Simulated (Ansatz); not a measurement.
**How many bands does the GW gap of AlN (honeycomb bilayer) need?**

Wanted: a G0W0 gap for AlN (honeycomb bilayer) that is converged in bands and cutoff, or an estimate of the limit.

Main program and level: Ansatz 0.2.0; G0W0 on PBE, plane waves, PAW; PAW set soft_1.

## (1) Set-up

The cell holds 4 atoms: 2 Al and 2 N. Cell: a = 3.119 Å, b = 3.119 Å, c = 30.700 Å, α = 90.0°, β = 90.0°, γ = 120.0°. Regions: layer 1 (AlN-hc), 2 atoms (1 Al and 1 N); layer 2 (AlN-hc), 2 atoms (1 Al and 1 N). Vacuum lies along c.

The structure was relaxed with PBE-D3(BJ). The runs that relaxed it are not among those shown. The Coulomb interaction is cut off across the vacuum.

## (2) 154 empty bands, screening to 41 eV

G0W0 replaces the xc potential by the self-energy, built once from these orbitals. Only a window of levels is corrected, while the sums run over the empty bands that the input names. This step takes PAW set soft_1 files.

Input file input.yaml:

```yaml
crystal:
  lattice:
    - [3.1188356373, 0.0, 0.0]
    - [-1.5594178186, 2.7009908921, 0.0]
    - [0.0, 0.0, 30.7]
  atoms:
    - { symbol: Al, position: [0.3333333333, 0.6666666667, 0.4390414855] }
    - { symbol: "N", position: [0.6666666667, 0.3333333333, 0.4386825391] }
    - { symbol: Al, position: [0.0, 0.0, 0.5609585145] }
    - { symbol: "N", position: [0.6666666667, 0.3333333333, 0.5613174609] }
  periodic: [true, true, false]
kpoints:
  mp_grid: { grid: [6, 6, 1] }
hamiltonian:
  xc: pbe
  pseudopotentials: { kind: paw, azcp: { folder: soft_1 } }
scf:
  occupations: { method: fixed }
gw:
  n_empty_bands: 154
  ecut_chi: 41
  qp_bands: [v2, c2]
  qp_kpoints: band_edges
  screening: { model: contour_deformation }
```

Launch:

```
> ansatz run input.yaml --threads 4 --pin off --max-ram 17510MiB --backend cpu --events-out ev --progress --plain --runs-dir out
```

Numbers of over 12 decimals in the logs are rounded to 6 here.

The log of the run:

```text
Engine: ansatz 0.2.0, aarch64-unknown-linux-gnu
Pseudopotentials: kind: paw
Pseudopotential: Al, paw, valence charge 3, recommended cutoff 420 eV (normal), soft_1/Al.paw.azcp
Pseudopotential: N, paw, valence charge 5, recommended cutoff 420 eV (normal), soft_1/N.paw.azcp
Functional definition: PBE
  parameter kappa = 0.804
  parameter beta = 0.066725
  exchange = pbe_x(kappa = kappa, mu = beta*pi^2/3)
  correlation = pbe_c(beta = beta)
Crystal: 4 atoms, lattice volume = 258.615 Å³
Basis set: ecut = 420 eV, 5011 PW (Γ)
Bands: 12, of which v1, the nominal top of the filled ones, is band 8 counted from 1 (7 counted from 0)
Symmetry: 12 space group operations
Space group: P-3m1 (ITA 164), of the structure as read, at distance tolerance 6.4e-5 Å
k-points: 7 of 36
Non-local potential: Al, projectors of the file, l = 0: 2, l = 1: 2, l = 2: 1
Non-local potential: N, projectors of the file, l = 0: 2, l = 1: 2, l = 2: 1
PAW form: soft (Blöchl's): semilocal exchange-correlation on the pseudo side does not see the compensation charge
PAW one-centre angular grid: Al, 110 points (default); XC on 64 Gauss nodes
PAW one-centre angular grid: N, 110 points (default); XC on 64 Gauss nodes
Initial density: superposition of atomic densities (neutral atoms: chi_scale 0, normalization atom)
Initial wavefunctions: pseudopotential atomic-orbital guess
Functional: x = pbe(κ = 0.804, μ = 0.219515), c = pbe(β = 0.066725)
SCF iter   1: F=—  HF=-1853.943401 eV  |F-HF|=—  |Δ(HF+E_count)|=         —  Δρ=8.40e-2  dr2=2.50e1  ethr=3.10e-3  ⟨swp⟩=7.3  Hψ=612  notcnv=0  defer=13
preconditioner: auto → none  [insulator: Δε(μ)=5.208 eV  Ē_g=13.660 eV  n_scr=16 (ndim 8)  ℏωp=9.2 eV  f_vac=0.698  ε∞_Penn≈1.5]
SCF iter   2: F=—  HF=-1848.313750 eV  |F-HF|=—  |Δ(HF+E_count)|=    5.63e0  Δρ=5.79e-2  dr2=6.66e0  ethr=3.10e-3  ⟨swp⟩=5.4  Hψ=380  notcnv=0  defer=13
SCF iter   3: F=—  HF=-1846.526840 eV  |F-HF|=—  |Δ(HF+E_count)|=    1.79e0  Δρ=1.30e-2  dr2=3.04e-1  ethr=3.10e-3  ⟨swp⟩=3.9  Hψ=282  notcnv=0  defer=11
SCF iter   4: F=—  HF=-1846.480326 eV  |F-HF|=—  |Δ(HF+E_count)|=   4.65e-2  Δρ=3.54e-3  dr2=7.82e-2  ethr=1.90e-3  ⟨swp⟩=3.4  Hψ=176  notcnv=0  defer=13
SCF iter   5: F=—  HF=-1846.461279 eV  |F-HF|=—  |Δ(HF+E_count)|=   1.90e-2  Δρ=1.78e-3  dr2=1.09e-2  ethr=4.89e-4  ⟨swp⟩=3.3  Hψ=167  notcnv=0  defer=14
SCF iter   6: F=—  HF=-1846.458341 eV  |F-HF|=—  |Δ(HF+E_count)|=   2.94e-3  Δρ=5.72e-4  dr2=1.21e-3  ethr=6.81e-5  ⟨swp⟩=3.0  Hψ=147  notcnv=0  defer=14
SCF iter   7: F=—  HF=-1846.457884 eV  |F-HF|=—  |Δ(HF+E_count)|=   4.57e-4  Δρ=5.21e-5  dr2=1.19e-5  ethr=7.59e-6  ⟨swp⟩=3.4  Hψ=162  notcnv=0  defer=14
SCF iter   8: F=—  HF=-1846.457888 eV  |F-HF|=—  |Δ(HF+E_count)|=   4.20e-6  Δρ=3.03e-5  dr2=4.09e-6  ethr=7.42e-8  ⟨swp⟩=3.1  Hψ=178  notcnv=0  defer=14
SCF iter   9: F=—  HF=-1846.457887 eV  |F-HF|=—  |Δ(HF+E_count)|=   9.45e-7  Δρ=7.56e-6  dr2=2.04e-7  ethr=2.55e-8  ⟨swp⟩=2.6  Hψ=129  notcnv=0  defer=14
SCF iter  10: F=-1846.457887 eV  HF=-1846.457887 eV  |F-HF|=3.63e-9  |Δ(HF+E_count)|=   4.27e-8  Δρ=1.02e-6  dr2=5.54e-9  ethr=6.25e-10  ⟨swp⟩=11.7  Hψ=612  notcnv=0
SCF 1 converged in 10 iterations: F = -1846.457887 eV  dr2 = 5.54e-9
  greatest PAW one-centre occupation: 0.792 electrons in one spin orbital (limit 2), on the N atom at site 3 (counted from 0), in its partial waves of l = 0
NSCF: frozen V_eff on 7 k-points
G₀W₀ screening: q 1/7
[... further progress lines ...]
SCF converged after 10 iterations
Free energy (F): -1846.457887 eV
Harris-Foulkes:  -1846.457887 eV  (|F-HF|=3.63e-9)
Internal energy: -1846.457887 eV  (E = F + TS)
E sigma→0 (E₀):  -1846.457887 eV
Fermi energy:    -5.162404 eV
--- Per-component energies (eV) ---
  E_band       = -161.809245
  E_kinetic    = 306.660107
  E_local      = -15592.441652  (includes V_loc(G=0)·N_el)
  E_nonlocal   = 90.389051
  E_hartree    = 7645.629869
  E_xc         = -194.834068
  E_vxc        = -209.352319  (∫ρ·V_xc dr)
  E_paw        = -1195.874780  (= ΣΔE_a)
  E_vpaw       = -48.320190  (= ΣTr[D̂ρ^β])
  E_aug_tail   = 0.001727  (compensation charges beyond the density's cutoff)
  E_ewald      = 7094.011858
  E_smearing   = -0.000000  (= −TS)
  E_closure    = -0.000000  (closes the sum)
  Σ components = -1846.457887   (vs F -1846.457887, Δ=0.00e0)
--- Band table (eV; the first three rows and the last of 7) ---
  k-point 0: bands = [... 4 lower, -6.1069, -6.1069, -6.0828, -6.0828, -2.8672, -1.4465 (-1.4466°), -0.2143, 0.1942]
  k-point 1: bands = [... 4 lower, -7.3277, -6.7838, -6.3126, -6.2823, -1.9433, -0.7591 (-0.7592°), 0.1953, 0.8535]
  k-point 2: bands = [... 4 lower, -6.7196, -6.6831, -6.6426, -5.9651, -0.5701, 0.1749, 0.3582, 2.0223]
  k-point 6: bands = [... 4 lower, -8.9846, -8.9846, -5.6073, -5.1624, 0.3340, 0.3340, 2.2973, 2.2973]
  ° read free of the cell's end (the report's vacuum.weakly_bound_levels)
--- G₀W₀: contour deformation, 6 samples at zero and on the imaginary axis and 2 off it, 36 q-points, 154 empty bands' worth ---
  eigenvalues of the whole cell's RPA ε∞ on this k-mesh (on a slab, of 1 + 4πα/V) = 1.1654, 1.7251, 1.7251; static W/v taken at q = 0 is 0.699205
  gw.qp_kpoints: band_edges: 5 of 7 stored k-points solved, in 1 pass; an edge of the gap read off the rows below is read off those points alone
    valence top: of the k-points left out ik 2 came nearest to being solved in a further pass, in band 8 (counted from 1, as in the quasiparticle table): it holds the edge there only if its correction is more favourable than any solved in that band by at least 0.761 eV; those differ by 0.116 eV
    conduction bottom: of the k-points left out ik 4 came nearest to being solved in a further pass, in band 9 (counted from 1, as in the quasiparticle table): it holds the edge there only if its correction is more favourable than any solved in that band by at least 2.119 eV; those differ by 0.199 eV
    ik  band        ε_KS         Σx   Σc(E_QP)       V_xc       Z   E_QP_lin       E_QP  E_QP is
     0     7     -6.0828   -22.1809     3.6124   -17.8450  0.7648    -6.8160    -6.8063  root
     0     8     -6.0828   -22.1809     3.6124   -17.8450  0.7648    -6.8160    -6.8063  root
     0     9     -2.8672    -5.5337    -2.6283    -8.9757  0.8317    -2.0451    -2.0535  root
     0    10     -1.4465    -4.8322    -2.3416    -8.1193  0.8393    -0.4876    -0.5011  root
     1     7     -6.3126   -22.0676     3.6434   -17.6525  0.7627    -7.0957    -7.0842  root
     1     8     -6.2823   -22.1202     3.6468   -17.7078  0.7629    -7.0590    -7.0478  root
     1     9     -1.9433    -5.6559    -2.5710    -9.1345  0.8259    -1.0241    -1.0356  root
     1    10     -0.7591    -4.2591    -2.1692    -7.3541  0.8410     0.1811     0.1667  root
     3     7     -5.9505   -18.7708     3.1214   -14.6744  0.7573    -6.9469    -6.9255  root
     3     8     -5.4160   -19.4938     3.0576   -15.6060  0.7629    -6.2597    -6.2463  root
     3     9     -0.9388    -3.9828    -3.0926    -7.9738  0.8207    -0.0281    -0.0404  root
     3    10      0.3865    -5.1809    -3.3838    -9.7434  0.8144     1.5911     1.5651  root
     5     7     -6.0106   -18.5336     3.0815   -14.4614  0.7575    -7.0237    -7.0013  root
     5     8     -5.4444   -19.3924     3.0427   -15.5099  0.7630    -6.2980    -6.2841  root
     5     9     -0.4343    -4.7442    -3.1345    -8.8915  0.8116     0.5957     0.5785  root
     5    10      0.9163    -4.2761    -3.1510    -8.5342  0.8056     2.0486     2.0233  root
     6     7     -5.6073   -19.2784     3.1024   -15.2868  0.7599    -6.5131    -6.4964  root
     6     8     -5.1624   -19.8367     3.0443   -16.0270  0.7643    -5.9387    -5.9278  root
     6     9      0.3340    -4.0192    -3.4264    -8.4335  0.8068     1.3404     1.3219  root
     6    10      0.3340    -4.0192    -3.4264    -8.4335  0.8068     1.3404     1.3219  root
```

Elapsed: 12 s, on 4 threads of Arm Neoverse V1, shared host; peak memory 0.78 GiB; 45 s of CPU time.

Numbers from this step:

```yaml
bands_summed: 162
plane_waves_in_the_screening_matrix: 171
q_points_in_the_mesh: 36
g0w0_gap_on_the_mesh: 3.874 eV
k_of_the_valence_top: 0.3333, 0.3333, 0
k_of_the_conduction_bottom: 0, 0, 0
starting_gap_on_the_mesh: 2.295 eV
z_at_the_valence_top: 0.7643
z_at_the_conduction_bottom: 0.8317
least_direct_g0w0_gap_on_the_computed_points: 4.753 eV
```

The gap on the mesh goes from 2.30 eV to 3.87 eV, a correction of +1.58 eV. Between the two edge states, bare exchange in place of the xc potential would open the gap by 7.25 eV, and correlation takes back 5.67 eV.

## (3) 381 empty bands, screening to 75 eV

Another rung: the empty bands reach about as high as the screening cutoff, so the two stay in balance.

input.yaml, as its differences from that of step 2:

```diff
@@ -18,5 +18,6 @@
   occupations: { method: fixed }
+  convergence: { dr2_threshold: 1.0e-10 }
 gw:
-  n_empty_bands: 154
-  ecut_chi: 41
+  n_empty_bands: 381
+  ecut_chi: 75.0
   qp_bands: [v2, c2]
```

The log of the run:

```text
[...]
Crystal: 4 atoms, lattice volume = 258.615 Å³
Basis set: ecut = 420 eV, 5011 PW (Γ)
Bands: 12, of which v1, the nominal top of the filled ones, is band 8 counted from 1 (7 counted from 0)
[... 1 set-up line as in the run before ...]
[...]
k-points: 7 of 36
[...]
SCF iter   1: F=—  HF=-1853.943401 eV  |F-HF|=—  |Δ(HF+E_count)|=         —  Δρ=8.40e-2  dr2=2.50e1  ethr=3.10e-3  ⟨swp⟩=7.3  Hψ=612  notcnv=0  defer=13
[...]
SCF iter  11: F=-1846.457887 eV  HF=-1846.457887 eV  |F-HF|=2.27e-13  |Δ(HF+E_count)|=  1.66e-10  Δρ=1.38e-7  dr2=2.67e-11  ethr=1.00e-12  ⟨swp⟩=10.9  Hψ=713  notcnv=0
SCF 1 converged in 11 iterations: F = -1846.457887 eV  dr2 = 2.67e-11
[...]
NSCF: frozen V_eff on 7 k-points
G₀W₀ screening: q 1/7
[... further progress lines ...]
SCF converged after 11 iterations
Free energy (F): -1846.457887 eV
[...]
Internal energy: -1846.457887 eV  (E = F + TS)
E sigma→0 (E₀):  -1846.457887 eV
Fermi energy:    -5.162273 eV
[...]
--- Band table (eV; the first three rows and the last of 7) ---
  k-point 0: bands = [... 4 lower, -6.1068, -6.1068, -6.0826, -6.0826, -2.8671, -1.4465 (-1.4465°), -0.2142, 0.1942]
  k-point 1: bands = [... 4 lower, -7.3275, -6.7836, -6.3125, -6.2821, -1.9432, -0.7590 (-0.7591°), 0.1953, 0.8535]
  k-point 2: bands = [... 4 lower, -6.7195, -6.6829, -6.6425, -5.9650, -0.5700, 0.1750, 0.3583, 2.0224]
  k-point 6: bands = [... 4 lower, -8.9845, -8.9845, -5.6072, -5.1623, 0.3341, 0.3341, 2.2974, 2.2974]
  ° read free of the cell's end (the report's vacuum.weakly_bound_levels)
[...]
bands read: the sum over 389 bands ends inside a degenerate multiplet in 1 slot, whose members it reads at an even weight; the widest, k=0: bands 389 to 390 (counted from 1) at 1/2 each
[...]
0     7     -6.0826   -22.1809     3.3310   -17.8450  0.7595    -7.1063    -7.0874  root
     0     8     -6.0826   -22.1809     3.3310   -17.8450  0.7595    -7.1063    -7.0874  root
     0     9     -2.8671    -5.5336    -2.6391    -8.9756  0.8287    -2.0564    -2.0642  root
     0    10     -1.4465    -4.8321    -2.3905    -8.1191  0.8368    -0.5381    -0.5499  root
     1     7     -6.3125   -22.0676     3.3686   -17.6525  0.7577    -7.3802    -7.3590  root
     1     8     -6.2821   -22.1201     3.3710   -17.7078  0.7579    -7.3443    -7.3234  root
     1     9     -1.9432    -5.6558    -2.6272    -9.1344  0.8232    -1.0821    -1.0918  root
     1    10     -0.7590    -4.2591    -2.2373    -7.3540  0.8392     0.1103     0.0985  root
[...]
6     7     -5.6072   -19.2783     2.8754   -15.2868  0.7527    -6.7505    -6.7234  root
     6     8     -5.1623   -19.8367     2.7899   -16.0270  0.7565    -6.2020    -6.1821  root
     6     9      0.3341    -4.0192    -3.5453    -8.4335  0.8055     1.2168     1.2030  root
     6    10      0.3341    -4.0192    -3.5453    -8.4335  0.8055     1.2168     1.2030  root
```

Elapsed: 54 s, on 4 threads; peak memory 1.8 GiB.

This step gave:

- bands summed: 389
- plane waves in the screening matrix: 379
- q-points in the mesh: 36
- G0W0 gap on the mesh: 4.118 eV
- k of the valence top: 0.3333, 0.3333, 0
- k of the conduction bottom: 0, 0, 0
- starting gap on the mesh: 2.295 eV
- Z at the valence top: 0.7565
- Z at the conduction bottom: 0.8287
- least direct G0W0 gap on the computed points: 5.023 eV

Against the run with 6×6×1 mesh, 154 empty bands, screening to 41 eV, PAW set soft_1 files, the gap moves by +0.24 eV.

## (4) Convergence and cost

Times are wall times on 4 threads of Arm Neoverse V1, shared host, good to a factor of about two.

```tsv
mesh	files	frequency	bands summed	cutoff (eV)	start (eV)	G0W0 (eV)	time	host memory (GiB)
6×6×1	PAW set soft_1	contour deformation	162	41	2.295	3.874	12 s	0.78
6×6×1	PAW set soft_1	contour deformation	389	75	2.295	4.118	54 s	1.8
```

The parts of the quasiparticle energy at the two band edges (eV; QP = start + Σx + Σc − Vxc):

```tsv
run	edge	start	Σx	Σc	Vxc	Z	QP
162 bands	valence top	-5.16	-19.84	3.04	-16.03	0.76	-5.93
162 bands	conduction bottom	-2.87	-5.53	-2.63	-8.98	0.83	-2.05
389 bands	valence top	-5.16	-19.84	2.79	-16.03	0.76	-6.18
389 bands	conduction bottom	-2.87	-5.53	-2.64	-8.98	0.83	-2.06
```

## (5) Outcome

- 162 bands, 41 eV: 3.874 eV
- 389 bands, 75 eV: 4.118 eV
- estimated limit in bands and cutoff: 4.29 eV
- mesh and start: 6×6×1, PBE

In words: A line in one over the bands through the two rungs gives 4.29 eV, +0.17 eV from the top rung; with two points alone it is an unchecked estimate. The rungs stand 0.42 eV (162 bands) and 0.17 eV (389 bands) from it. From 162 to 389 bands the gap moves by +0.24 eV while the time grows 4.5-fold. Σc changes by −0.25 eV at the valence top and −0.01 eV at the conduction bottom, so the valence edge carries most of the change. The mesh in the plane is coarse for a sheet; gap and any exciton binding can still move on denser ones.

[Paths, hosts, dates, memory and timing lines, banners, echoed tables and standing remarks are left out of the program output.]

[Logs are printed without paths, hosts, clocks, repeated set-up lines and the standing remarks that a program may print on its own settings, such as how far it seeks lower states.]

[Runs of the session that timed out or met a known fault of the program may be left out.]

[Cells called generated may have been cut or substituted from an entry of the Crystallography Open Database or the Materials Project.]

[Hosts, paths, dates, database ids (printed as entryN), source tags and the programs' standing remarks are cut or masked in the printed files.]
